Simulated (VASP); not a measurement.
# Ni (Fm-3m) in VASP: band structure with PBE

Aim: the band structure of Ni with PBE.

All numbers are computed with VASP 6.6.1; they aren't measurements. Logs are shortened: lines on timing, memory, paths and dates and some standing lists are left out, and cuts for length are marked.

## Step 1: Starting point

Symmetry: Fm-3m, No. 225, cubic system. Conventional cell: a = 3.518 Å, b = 3.518 Å, c = 3.518 Å, α = 90.00°, β = 90.00°, γ = 90.00°. Ni (site symmetry m-3m) has 12 Ni at 2.49 Å as nearest neighbours.

## Step 2: Band structure, PBE, collinear spin, ferromagnetic start

File INCAR:

```
SYSTEM = Ni
  PREC = Accurate
  ENCUT = 520
  EDIFF = 1E-6
  ISMEAR = 0
  SIGMA = 0.1
  LREAL = .False.
  LASPH = .True.
  NELM = 100
  ALGO = Fast
  ISIF = 2
  LWAVE = .False.
  LCHARG = .False.
  ISPIN = 2
  MAGMOM = 0.75
  LORBIT = 11
  LMAXMIX = 4
  GGA = PE
  NBANDS = 15
```

File KPOINTS:

```
Automatic mesh
0
Gamma
  20 20 20
  0 0 0
```

File POSCAR:

```
Ni
1.0
    0.0000000000      1.7592380000      1.7592380000
    1.7592380000      0.0000000000      1.7592380000
    1.7592380000      1.7592380000      0.0000000000
Ni
1
Direct
    0.0000000000      0.0000000000      0.0000000000
```

File KPOINTS_OPT:

```
path GXWKGLUWLK,UX
15
line-mode
reciprocal
 0.0000000000  0.0000000000  0.0000000000  G
 0.5000000000  0.0000000000  0.5000000000  X

 0.5000000000  0.0000000000  0.5000000000  X
 0.5000000000  0.2500000000  0.7500000000  W

 0.5000000000  0.2500000000  0.7500000000  W
 0.3750000000  0.3750000000  0.7500000000  K

 0.3750000000  0.3750000000  0.7500000000  K
 0.0000000000  0.0000000000  0.0000000000  G

 0.0000000000  0.0000000000  0.0000000000  G
 0.5000000000  0.5000000000  0.5000000000  L

 0.5000000000  0.5000000000  0.5000000000  L
 0.6250000000  0.2500000000  0.6250000000  U

 0.6250000000  0.2500000000  0.6250000000  U
 0.5000000000  0.2500000000  0.7500000000  W

 0.5000000000  0.2500000000  0.7500000000  W
 0.5000000000  0.5000000000  0.5000000000  L

 0.5000000000  0.5000000000  0.5000000000  L
 0.3750000000  0.3750000000  0.7500000000  K

 0.6250000000  0.2500000000  0.6250000000  U
 0.5000000000  0.0000000000  0.5000000000  X
```

Potentials or basis: VASP PAW PBE potentials, release 64 (Ni).

Command:

```sh
$ cat potpaw_PBE.64/Ni/POTCAR > POTCAR
$ mpirun -np 1 vasp_std > vasp.out
```

OUTCAR:

```text
SYSTEM = Ni
   PREC = Accurate
   ENCUT = 520
   EDIFF = 1E-6
   ISMEAR = 0
   LREAL = .False.
   LASPH = .True.
   NELM = 100
   ISIF = 2
   ISPIN = 2
   LORBIT = 11
   GGA = PE

 ion  position               nearest neighbor table
   1  0.000  0.000  0.000-

  LATTYP: Found a face centered cubic cell.
 ALAT       =     3.5184760000

  Lattice vectors:

 A1 = (   0.0000000000,   1.7592380000,   1.7592380000)
 A2 = (   1.7592380000,   0.0000000000,   1.7592380000)
 A3 = (   1.7592380000,   1.7592380000,   0.0000000000)

Analysis of symmetry for initial positions (statically):
=====================================================================
 Subroutine PRICEL returns:
 Original cell was already a primitive cell.

 Routine SETGRP: Setting up the symmetry group for a
 face centered cubic supercell.

 Subroutine GETGRP returns: Found 48 space group operations
 (whereof 48 operations were pure point group operations)
 out of a pool of 48 trial point group operations.

The static configuration has the point symmetry O_h .

Analysis of symmetry for dynamics (positions and initial velocities):
=====================================================================
 Subroutine PRICEL returns:
 Original cell was already a primitive cell.

 Routine SETGRP: Setting up the symmetry group for a
 face centered cubic supercell.

 Subroutine GETGRP returns: Found 48 space group operations
 (whereof 48 operations were pure point group operations)
 out of a pool of 48 trial point group operations.

The dynamic configuration has the point symmetry O_h .

Analysis of structural, dynamic, and magnetic symmetry:
=====================================================================
 Subroutine PRICEL returns:
 Original cell was already a primitive cell.

 Routine SETGRP: Setting up the symmetry group for a
 face centered cubic supercell.

 Subroutine GETGRP returns: Found 48 space group operations
 (whereof 48 operations were pure point group operations)
 out of a pool of 48 trial point group operations.

The overall configuration has the point symmetry O_h .

 Subroutine INISYM returns: Found 48 space group operations
 (whereof 48 operations are pure point group operations),
 and found     1 'primitive' translations

----------------------------------------------------------------------------------------

                                     Primitive cell

  volume of cell :      10.8894

  direct lattice vectors                    reciprocal lattice vectors
     0.000000000  1.759238000  1.759238000    -0.284213961  0.284213961  0.284213961
     1.759238000  0.000000000  1.759238000     0.284213961 -0.284213961  0.284213961
     1.759238000  1.759238000  0.000000000     0.284213961  0.284213961 -0.284213961

  length of vectors
     2.487938239  2.487938239  2.487938239     0.492273020  0.492273020  0.492273020

  position of ions in fractional coordinates (direct lattice)
     0.000000000  0.000000000  0.000000000

  ion indices of the primitive-cell ions
   primitive index   ion index
                 1           1

----------------------------------------------------------------------------------------

 KPOINTS: Automatic mesh

Automatic generation of k-mesh.
 Grid dimensions read from file:
 generate k-points for:   20   20   20

 Generating k-lattice:

  Cartesian coordinates                     Fractional coordinates (reciprocal lattice)
    -0.014210698  0.014210698  0.014210698     0.050000000  0.000000000  0.000000000
     0.014210698 -0.014210698  0.014210698     0.000000000  0.050000000  0.000000000
     0.014210698  0.014210698 -0.014210698     0.000000000  0.000000000  0.050000000

  Length of vectors
     0.024613651  0.024613651  0.024613651

  Shift w.r.t. Gamma in fractional coordinates (k-lattice)
     0.000000000  0.000000000  0.000000000

 Subroutine IBZKPT returns following result:
 ===========================================

 Found    256 irreducible k-points:

 Following reciprocal coordinates:
            Coordinates               Weight
  0.000000  0.000000  0.000000      1.000000
  0.050000  0.000000  0.000000      8.000000
  0.100000  0.000000  0.000000      8.000000
  0.150000  0.000000  0.000000      8.000000
  0.200000  0.000000  0.000000      8.000000
  0.250000  0.000000  0.000000      8.000000
[... 16 lines left out ...]
 -0.400000  0.050000  0.000000     24.000000
 -0.350000  0.050000  0.000000     24.000000
 [... further k-points ...]
   k-points           NKPTS =    256   k-points in BZ     NKDIM =    256   number of bands    NBANDS=     15
   number of dos      NEDOS =    301   number of ions     NIONS =      1
   total plane-waves  NPLWV =   8000
   dimension x,y,z NGX =    20 NGY =   20 NGZ =   20
   dimension x,y,z NGXF=    40 NGYF=   40 NGZF=   40
   ions per type =               1
   NGX,Y,Z   is equivalent  to a cutoff of  13.36, 13.36, 13.36 a.u.
   NGXF,Y,Z  is equivalent  to a cutoff of  26.73, 26.73, 26.73 a.u.
 SYSTEM =  Ni
   PREC   = accura    normal or accurate (medium, high low for compatibility)
   ISTART =      0    job   : 0-new  1-cont  2-samecut
   ICHARG =      2    charge: 1-file 2-atom 10-const
   ISPIN  =      2    spin polarized calculation?
   LNONCOLLINEAR =      F non collinear calculations
   LSORBIT =      F    spin-orbit coupling
   LASPH  =      T    aspherical Exc in radial PAW
   ENCUT  =  520.0 eV  38.22 Ry    6.18 a.u.   4.63  4.63  4.63*2*pi/ulx,y,z
   NELM   =    100;   NELMIN=  2; NELMDL= -5     # of ELM steps
   EDIFF  = 0.1E-05   stopping-criterion for ELM
   LREAL  =      F    real-space projection
   EDIFFG = 0.1E-04   stopping-criterion for IOM
   NSW    =      0    number of steps for IOM
   IBRION =     -1    ionic relax: 0-MD 1-quasi-New 2-CG
   NFREE  =      0    steps in history (QN), initial steepest desc. (CG)
   ISIF   =      2    stress and relaxation
   ISYM   =      2    0-nonsym 1-usesym 2-fastsym
   POTIM  = 0.5000    time-step for ionic-motion
   TEBEG  =    0.0;   TEEND  =   0.0 temperature during run
   PSTRESS=    0.0 pullay stress
   NELECT =      10.0000    total number of electrons
   NUPDOWN=      -1.0000    fix difference up-down
   EMIN   =  10.00;   EMAX   =-10.00  energy-range for DOS
   EFERMI =   0.00;   METHOD = LEGACY
   ISMEAR =     0;   SIGMA  =   0.10  broadening in eV -4-tet -1-fermi 0-gaus
   EFERMI_NEDOS =   21; number of points for ismear=-14 and -15
   IALGO  =     68    algorithm
   IMIX   =      4    mixing-type and parameters
     AMIX     =   0.40;   BMIX     =  1.00
     AMIX_MAG =   1.60;   BMIX_MAG =  1.00
  volume/ion in A,a.u.               =      10.89        73.49
  Fermi-wavevector in a.u.,A,eV,Ry     =   1.591257  3.007039 34.451282  2.532098
  Thomas-Fermi vector in A             =   2.689825
   LORBIT       =     11    0 simple, 1 ext, 2 COOP (PROOUT), +10 PAW based schemes
   GGA     = PE    functional components
   LHFCALC =     F    Hartree Fock is set to
   AEXX    =    0.0000 exact exchange contribution
   IVDW    =     0    specifies the selected vdW correction
   LEPSILON=     F    determine dielectric tensor
   LRPA    =     F    only Hartree local field effects (RPA)
 spin polarized calculation
 RMM-DIIS sequential band-by-band and
 Gauss-broadening in eV      SIGMA  =   0.10
  energy-cutoff  :      520.00
  volume of cell :       10.89
 maximum number of plane-waves:       305
   NGX =  9   NGY =  9   NGZ =  9

 number of electron      10.0000009 magnetization       0.6279940

 Free energy of the ion-electron system (eV)
  ---------------------------------------------------
  ext. energy  EPLUGINS =         0.00000000
  ---------------------------------------------------
  free energy    TOTEN  =        -5.47513398 eV

  energy without entropy =       -5.46636069  energy(sigma->0) =       -5.47074733

 E-fermi :   9.3657     XC(G=0): -13.2505

 val. band max:        9.3650151205   @ k =  -0.4500   0.5000   0.0500
 cond. band min:       9.3657649359   @ k =   0.4000   0.0000   0.0000
 fundamental gap:      0.0007498155
 Fermi energy:         9.3656802545

 spin component 1

 k-point     1 :       0.0000    0.0000    0.0000
  band No.  band energies     occupation
      1       0.3605      1.00000
      2       6.9283      1.00000
      3       6.9283      1.00000
      4       6.9283      1.00000
      5       8.1057      1.00000
      6       8.1057      1.00000
      7      33.0815      0.00000
      8      36.9350      0.00000
      9      36.9350      0.00000
     10      36.9350      0.00000
     11      39.8691      0.00000
     12      39.8691      0.00000
     13      39.8691      0.00000
     14      42.8403      0.00000
     15      49.1243      0.00000
[... 397 lines left out ...]
 k-point    24 :      -0.3500    0.0500    0.0000
  band No.  band energies     occupation
      1       4.1862      1.00000
      2       7.0162      1.00000
      3       7.0709      1.00000
      4       7.1918      1.00000
      5       8.4350      1.00000
      6       8.7844      1.00000
      7      18.4979      0.00000
      8      31.0398      0.00000
      9      33.4040      0.00000
     10      35.2631      0.00000
     11      37.2442      0.00000
     12      39.0824      0.00000
     13      43.3028      0.00000
     14      49.9784      0.00000
     15      51.6963      0.00000

 [... further k-points ...]

 spin component 2

 k-point     1 :       0.0000    0.0000    0.0000
  band No.  band energies     occupation
      1       0.3243      1.00000
      2       7.6856      1.00000
      3       7.6856      1.00000
      4       7.6856      1.00000
      5       8.6918      1.00000
      6       8.6919      1.00000
      7      32.9168      0.00000
      8      36.9147      0.00000
      9      36.9147      0.00000
     10      36.9147      0.00000
     11      39.9696      0.00000
     12      39.9696      0.00000
     13      39.9696      0.00000
     14      42.7137      0.00000
     15      49.3221      0.00000
[... 397 lines left out ...]
 k-point    24 :      -0.3500    0.0500    0.0000
  band No.  band energies     occupation
      1       4.4009      1.00000
      2       7.5535      1.00000
      3       7.6631      1.00000
      4       7.7043      1.00000
      5       9.1668      0.99754
      6       9.4796      0.05351
      7      18.7417      0.00000
      8      31.0061      0.00000
      9      33.4023      0.00000
     10      35.3666      0.00000
     11      37.2719      0.00000
     12      39.1010      0.00000
     13      43.3644      0.00000
     14      50.0505      0.00000
     15      51.8298      0.00000

 [... further k-points ...]

------------------------ aborting loop because EDIFF is reached ----------------------------------------

  FORCE on cell =-STRESS in cart. coord.  units (eV):
  Direction    XX          YY          ZZ          XY          YZ          ZX
  --------------------------------------------------------------------------------------
  -------------------------------------------------------------------------------------
  Total       -0.0111197     -0.0111197     -0.0111197      0.0000000      0.0000000      0.0000000
  in kB       -1.6360564     -1.6360564     -1.6360564      0.0000000      0.0000000      0.0000000
  external PRESSURE =      -1.6360564 kB  Pullay stress =       0.0000000 kB

 VOLUME and BASIS-vectors are now :
 -----------------------------------------------------------------------------
  energy-cutoff  :      520.00
  volume of cell :       10.89
      direct lattice vectors                 reciprocal lattice vectors
     0.000000000  1.759238000  1.759238000    -0.284213961  0.284213961  0.284213961
     1.759238000  0.000000000  1.759238000     0.284213961 -0.284213961  0.284213961
     1.759238000  1.759238000  0.000000000     0.284213961  0.284213961 -0.284213961

 POSITION                                       TOTAL-FORCE (eV/Angst)
 -----------------------------------------------------------------------------------
      0.00000      0.00000      0.00000         0.000000      0.000000     -0.000000
 -----------------------------------------------------------------------------------
    total drift:                               -0.000000     -0.000000     -0.000000

  FREE ENERGIE OF THE ION-ELECTRON SYSTEM (eV)
  ---------------------------------------------------
  free  energy   TOTEN  =        -5.4751339784 eV

  energy  without entropy=       -5.4663606883  energy(sigma->0) =       -5.47074733

 total charge

# of ion       s       p       d       tot
------------------------------------------
    1        0.497   0.497   8.314   9.308

 magnetization (x)

# of ion       s       p       d       tot
------------------------------------------
    1       -0.007  -0.025   0.672   0.640
```

Wall time 1.7 min (1 thread of AMD EPYC 7R13 (Zen 3), shared host); peak memory 0.19 GiB.

Results:

| Quantity | Value |
| --- | --- |
| Free energy | -5.4751 eV |
| Pressure | -0.2 GPa |
| Band gap along the path | none (metal or under the smearing width) |
| Net moment | 0.63 μB per cell |
| Site moments | Ni +0.64 μB |
| Valence electrons inside the program's atomic spheres | Ni 9.31 |

Levels at the corners of the path, in eV from the Fermi level:
Spin up:
```tsv
point	band 2	band 3	band 4	band 5	band 6	band 7	band 8	band 9
Γ	-2.44	-2.44	-2.44	-1.26	-1.26	23.72	27.57	27.57
X	-4.20	-0.55	-0.48	-0.48	2.45	9.21	14.81	14.81
X	-4.20	-0.55	-0.48	-0.48	2.45	9.21	14.81	14.81
W	-3.07	-3.07	-1.33	-0.48	7.72	7.72	9.96	11.09
W	-3.07	-3.07	-1.33	-0.48	7.72	7.72	9.96	11.09
K	-3.71	-2.12	-1.10	-0.73	5.71	7.27	9.94	17.14
K	-3.71	-2.12	-1.10	-0.73	5.71	7.27	9.94	17.14
Γ	-2.44	-2.44	-2.44	-1.26	-1.26	23.72	27.57	27.57
Γ	-2.44	-2.44	-2.44	-1.26	-1.26	23.72	27.57	27.57
L	-2.42	-2.42	-0.61	-0.61	-0.29	5.65	22.21	24.66
L	-2.42	-2.42	-0.61	-0.61	-0.29	5.65	22.21	24.66
U	-3.71	-2.12	-1.10	-0.73	5.71	7.27	9.94	17.14
U	-3.71	-2.12	-1.10	-0.73	5.71	7.27	9.94	17.14
W	-3.07	-3.07	-1.33	-0.48	7.72	7.72	9.96	11.09
W	-3.07	-3.07	-1.33	-0.48	7.72	7.72	9.96	11.09
L	-2.42	-2.42	-0.61	-0.61	-0.29	5.65	22.21	24.66
L	-2.42	-2.42	-0.61	-0.61	-0.29	5.65	22.21	24.66
K	-3.71	-2.12	-1.10	-0.73	5.71	7.27	9.94	17.14
U	-3.71	-2.12	-1.10	-0.73	5.71	7.27	9.94	17.14
X	-4.20	-0.55	-0.48	-0.48	2.45	9.21	14.81	14.81
```
Spin down:
| point | band 2 | band 3 | band 4 | band 5 | band 6 | band 7 |
| --- | --- | --- | --- | --- | --- | --- |
| Γ | -1.68 | -1.68 | -1.68 | -0.67 | -0.67 | 23.55 |
| X | -3.58 | 0.06 | 0.39 | 0.39 | 2.40 | 9.45 |
| X | -3.58 | 0.06 | 0.39 | 0.39 | 2.40 | 9.45 |
| W | -2.46 | -2.46 | -0.77 | 0.39 | 7.90 | 7.90 |
| W | -2.46 | -2.46 | -0.77 | 0.39 | 7.90 | 7.90 |
| K | -3.17 | -1.49 | -0.52 | 0.12 | 5.91 | 7.45 |
| K | -3.17 | -1.49 | -0.52 | 0.12 | 5.91 | 7.45 |
| Γ | -1.68 | -1.68 | -1.68 | -0.67 | -0.67 | 23.55 |
| Γ | -1.68 | -1.68 | -1.68 | -0.67 | -0.67 | 23.55 |
| L | -1.80 | -1.80 | -0.35 | 0.15 | 0.15 | 6.08 |
| L | -1.80 | -1.80 | -0.35 | 0.15 | 0.15 | 6.08 |
| U | -3.17 | -1.49 | -0.52 | 0.12 | 5.91 | 7.45 |
| U | -3.17 | -1.49 | -0.52 | 0.12 | 5.91 | 7.45 |
| W | -2.46 | -2.46 | -0.77 | 0.39 | 7.90 | 7.90 |
| W | -2.46 | -2.46 | -0.77 | 0.39 | 7.90 | 7.90 |
| L | -1.80 | -1.80 | -0.35 | 0.15 | 0.15 | 6.08 |
| L | -1.80 | -1.80 | -0.35 | 0.15 | 0.15 | 6.08 |
| K | -3.17 | -1.49 | -0.52 | 0.12 | 5.91 | 7.45 |
| U | -3.17 | -1.49 | -0.52 | 0.12 | 5.91 | 7.45 |
| X | -3.58 | 0.06 | 0.39 | 0.39 | 2.40 | 9.45 |
